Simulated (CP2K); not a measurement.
Input of a CP2K 2026.2 run:

bn_bands.inp

```
&GLOBAL
  PROJECT bn_bands
  RUN_TYPE ENERGY
  PRINT_LEVEL LOW
&END GLOBAL
&FORCE_EVAL
  METHOD QS
  &DFT
    BASIS_SET_FILE_NAME BASIS_MOLOPT_UZH
    POTENTIAL_FILE_NAME POTENTIAL_UZH
    &MGRID
      CUTOFF 675
      REL_CUTOFF 60
      NGRIDS 4
    &END MGRID
    &QS
      METHOD GPW
      EPS_DEFAULT 1.0E-9
    &END QS
    &KPOINTS
      SCHEME MONKHORST-PACK 12 12 12
      GAMMA_CENTERED T
      SYMMETRY T
      SYMMETRY_BACKEND SPGLIB
    &END KPOINTS
    &SCF
      SCF_GUESS ATOMIC
      EPS_SCF 1.0E-6
      MAX_SCF 100
      ADDED_MOS 10
      CHOLESKY OFF
      EPS_EIGVAL 1.0E-7
      &DIAGONALIZATION ON
        ALGORITHM STANDARD
      &END DIAGONALIZATION
      &MIXING ON
        METHOD BROYDEN_MIXING
        ALPHA 0.4
        BETA 1.5
        NBUFFER 8
      &END MIXING
      &SMEAR ON
        METHOD FERMI_DIRAC
        ELECTRONIC_TEMPERATURE [K] 580.226
      &END SMEAR
    &END SCF
    &XC
      &XC_FUNCTIONAL
        &MGGA_X_TB09
        &END MGGA_X_TB09
        &LDA_C_PW
        &END LDA_C_PW
      &END XC_FUNCTIONAL
    &END XC
    &PRINT
      &KPOINTS ON
      &END KPOINTS
      &MULLIKEN ON
      &END MULLIKEN
      &MO ON
        ENERGIES T
        OCCUPATION_NUMBERS T
        &EACH
          QS_SCF 0
        &END EACH
        ADD_LAST NUMERIC
      &END MO
      &BAND_STRUCTURE
        FILE_NAME bands.bs
        ADDED_MOS 2
        &KPOINT_SET
          UNITS B_VECTOR
          NPOINTS 10
          SPECIAL_POINT GAMMA 0.00000000 0.00000000 0.00000000
          SPECIAL_POINT L 0.50000000 0.00000000 0.00000000
          SPECIAL_POINT B1 0.50000000 0.19724198 -0.19724198
        &END KPOINT_SET
        &KPOINT_SET
          UNITS B_VECTOR
          NPOINTS 10
          SPECIAL_POINT B 0.80275802 0.50000000 0.19724198
          SPECIAL_POINT Z 0.50000000 0.50000000 0.50000000
          SPECIAL_POINT GAMMA 0.00000000 0.00000000 0.00000000
          SPECIAL_POINT X 0.34862099 0.00000000 -0.34862099
        &END KPOINT_SET
        &KPOINT_SET
          UNITS B_VECTOR
          NPOINTS 10
          SPECIAL_POINT Q 0.65137901 0.34862099 0.00000000
          SPECIAL_POINT F 0.50000000 0.50000000 0.00000000
          SPECIAL_POINT P1 0.65137901 0.65137901 0.19724198
          SPECIAL_POINT Z 0.50000000 0.50000000 0.50000000
        &END KPOINT_SET
        &KPOINT_SET
          UNITS B_VECTOR
          NPOINTS 10
          SPECIAL_POINT L 0.50000000 0.00000000 0.00000000
          SPECIAL_POINT P 0.80275802 0.34862099 0.34862099
        &END KPOINT_SET
      &END BAND_STRUCTURE
    &END PRINT
  &END DFT
  &SUBSYS
    &CELL
      ABC 3.6692997666 3.6692997667 3.6692997667
      ALPHA_BETA_GAMMA 39.8719867684 39.8719867689 39.8719867690
      PERIODIC XYZ
    &END CELL
    &COORD
      SCALED
      N   0.6672382000 0.6672382000 0.6672382000
      B   0.0003288000 0.0003288000 0.0003288000
    &END COORD
    &KIND N
      BASIS_SET TZVP-MOLOPT-PBE-GTH-q5
      POTENTIAL GTH-PBE-q5
    &END KIND
    &KIND B
      BASIS_SET TZVP-MOLOPT-PBE-GTH-q3
      POTENTIAL GTH-PBE-q3
    &END KIND
    &PRINT
      &ATOMIC_COORDINATES ON
      &END ATOMIC_COORDINATES
      &CELL ON
      &END CELL
    &END PRINT
  &END SUBSYS
  &PRINT
    &FORCES ON
    &END FORCES
  &END PRINT
&END FORCE_EVAL
```

Potentials or basis: POTENTIAL_UZH N GTH-PBE-q5, B GTH-PBE-q3; TZVP-MOLOPT-PBE-GTH basis.

Launch:

```bash
$ OMP_NUM_THREADS=1 cp2k.psmp -i bn_bands.inp -o bn_bands.out
```

Problem. Estimate the band gap on the k mesh.

Solution. 4.91 eV, indirect (least direct gap 5.73 eV).

Problem. Estimate the Mulliken charges.

Solution. N -0.66; B +0.66 e.

Levels at the corners of the path, in eV from the valence-band top:
| point | band 1 | band 2 | band 3 | band 4 | band 5 | band 6 | band 7 | band 8 | band 9 |
| --- | --- | --- | --- | --- | --- | --- | --- | --- | --- |
| Γ | -18.52 | -4.11 | -1.57 | -1.57 | 5.35 | 12.13 | 12.13 | 14.96 | 16.60 |
| L | -15.38 | -9.29 | -4.34 | -0.58 | 6.05 | 10.40 | 14.13 | 15.54 | 22.62 |
| B1 | -14.85 | -8.29 | -7.17 | -0.42 | 5.72 | 13.00 | 14.62 | 16.61 | 19.77 |
| B | -14.85 | -8.29 | -7.17 | -0.42 | 5.72 | 13.00 | 14.62 | 16.61 | 19.77 |
| Z | -18.30 | -6.19 | -1.59 | -1.59 | 10.79 | 12.05 | 12.06 | 13.23 | 18.57 |
| Γ | -18.52 | -4.11 | -1.57 | -1.57 | 5.35 | 12.13 | 12.13 | 14.96 | 16.60 |
| X | -14.79 | -8.27 | -7.35 | -0.17 | 5.58 | 13.72 | 14.30 | 16.93 | 19.51 |
| Q | -14.79 | -8.27 | -7.35 | -0.17 | 5.58 | 13.72 | 14.30 | 16.93 | 19.51 |
| F | -15.32 | -9.17 | -4.40 | -1.20 | 4.84 | 10.30 | 15.06 | 18.51 | 21.34 |
| P1 | -15.42 | -9.02 | -4.34 | -1.51 | 5.65 | 10.35 | 14.99 | 17.69 | 21.67 |
| Z | -18.30 | -6.19 | -1.59 | -1.59 | 10.79 | 12.05 | 12.06 | 13.23 | 18.57 |
| L | -15.38 | -9.29 | -4.34 | -0.58 | 6.05 | 10.40 | 14.13 | 15.54 | 22.62 |
| P | -15.42 | -9.02 | -4.34 | -1.51 | 5.65 | 10.35 | 14.99 | 17.69 | 21.67 |

Caveat: this is a model potential without an energy functional, so only levels have meaning; the basis of atomic orbitals isn't converged, which shifts pressures, moduli and gaps.
